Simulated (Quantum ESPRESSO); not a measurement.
Set up this calculation in Quantum ESPRESSO 7.5, as the native input.

- Task: single point
- Functional: PBEsol
- Potentials or basis: GBRV 1.5 PBEsol
- Cutoff: 612 eV
- Density cutoff: 4898 eV
- k mesh: 12 × 12 × 6
- Occupations: fermi-dirac, width 0.05 eV
- Spin: collinear spin, antiferromagnetic start
- Starting moments: [2.0, -2.0] μB
- Hubbard terms: V d U = 1 eV
- Hubbard projectors: ortho-atomic
- Mixing beta: 0.3
- Most SCF iterations: 120
- SCF threshold: 4e-10 Ry

V:

```xyz
2
Lattice="2.6043 0.0000 0.0000 -1.3021 2.2554 0.0000 0.0000 0.0000 4.7233" Properties=species:S:1:pos:R:3 pbc="T T T"
V     0.0000    1.5036    1.1808
V     1.3021    0.7518    3.5425
```

This isn't the form of V at room conditions, which is bcc.

One way to write it, as run:

pw.in

```
&CONTROL
  calculation = 'scf'
  prefix = 'pwscf'
  outdir = './tmp'
  pseudo_dir = './pseudo'
  tprnfor = .true.
  tstress = .true.
  disk_io = 'nowf'
/
&SYSTEM
  ibrav = 0
  nat = 2
  ntyp = 2
  ecutwfc = 45
  ecutrho = 360
  nbnd = 23
  occupations = 'smearing'
  smearing = 'fd'
  degauss = 0.00367493
  nspin = 2
  starting_magnetization(1) = 0.1538
  starting_magnetization(2) = -0.1538
/
&ELECTRONS
  conv_thr = 4d-10
  electron_maxstep = 120
  mixing_beta = 0.3
/
ATOMIC_SPECIES
V1    50.9415 v_pbesol_v1.4.uspp.F.UPF
V2    50.9415 v_pbesol_v1.4.uspp.F.UPF
CELL_PARAMETERS bohr
   4.9214026021    0.0000000000    0.0000000000
  -2.4607013009    4.2620596755    0.0000000000
   0.0000000000    0.0000000000    8.9258114346
ATOMIC_POSITIONS bohr
V1    -0.0000000002    2.8413731172    2.2314528586
V2     2.4607013013    1.4206865584    6.6943585759
K_POINTS automatic
12 12 6 0 0 0
HUBBARD {ortho-atomic}
U V1-3d 1.0
U V2-3d 1.0
```

Potentials or basis: GBRV 1.5 PBEsol.

The run is started by

```bash
$ OMP_NUM_THREADS=1 mpirun -n 2 pw.x -nk 2 -in pw.in > pw.out
```

Results of the run:

```yaml
Pressure: -6.5 GPa
Band_gap_on_the_k_mesh: none (metal or under the smearing width)
Net_moment: 0.00 μB per cell
Absolute_moment: 0.00 μB per cell
Valence_electrons_inside_the_program's_atomic_spheres: V 11.29
```

Caveat: the U is typed as a test and isn't derived for this compound.

Wall time 29 s on 2 MPI ranks on Intel(R) Xeon(R) 6975P-C (Granite Rapids) (shared host), peak memory 0.26 GiB a rank.
